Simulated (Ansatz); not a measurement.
## Zone-centre phonons of InP at -4.4 GPa: input and output

All numbers below come from Ansatz 0.2.0, DFT LDA, scalar-relativistic, plane waves, PAW.

Launched with:
```bash
ansatz run input.yaml --threads 1 --pin off --max-ram 1228MiB --backend cpu --events-out ev --progress --plain --runs-dir out
```

Input (bare energies are in eV):
```yaml
crystal:
  lattice:
    - [0.0, 2.7609, 2.7609]
    - [2.7609, 0.0, 2.7609]
    - [2.7609, 2.7609, 0.0]
  atoms:
    - { symbol: In, position: [0.0, 0.0, 0.0] }
    - { symbol: P, position: [0.5, 0.5, 0.5] }
basis:
  ecutwfc: 420
kpoints:
  mp_grid: { grid: [14, 14, 14] }
hamiltonian:
  xc: lda
scf:
  occupations: { method: fermi_dirac, width: 0.15 }
output:
  eigenvalues: true
phonons:
  method: dfpt
  eigenvectors: true
```

The end of the output:
```
--- Phonons (Γ-DFPT): 2 representative perturbations + reference, on 244 of 2744 k-points (Σ response iterations 6) ---
  k mesh reduced under 8 symmetry operations, with k and −k counted as one. Each operation leaves every solved perturbation unchanged. A smaller set is not used because it would not reduce the number of displacements ...
  ASR residual: 4.175e-5 → 0.000e0 eV/Å²; symmetrization residual: 5.569e-6 eV/Å²
  ASR residual per site (eV/Å²): 4.17e-5 2.36e-5
  Γ frequencies (cm⁻¹): 0.00 0.00 0.00 142.86 142.86 142.86
  non-analytic LO–TO correction: not included (Born effective charges unavailable; polar crystals: no LO–TO splitting at Γ)
```

The cell is the ideal cubic rocksalt prototype; this isn't the usual structure of the compound. In a metal, frequencies and elastic constants depend on the k mesh and the smearing, soft modes and shear constants most.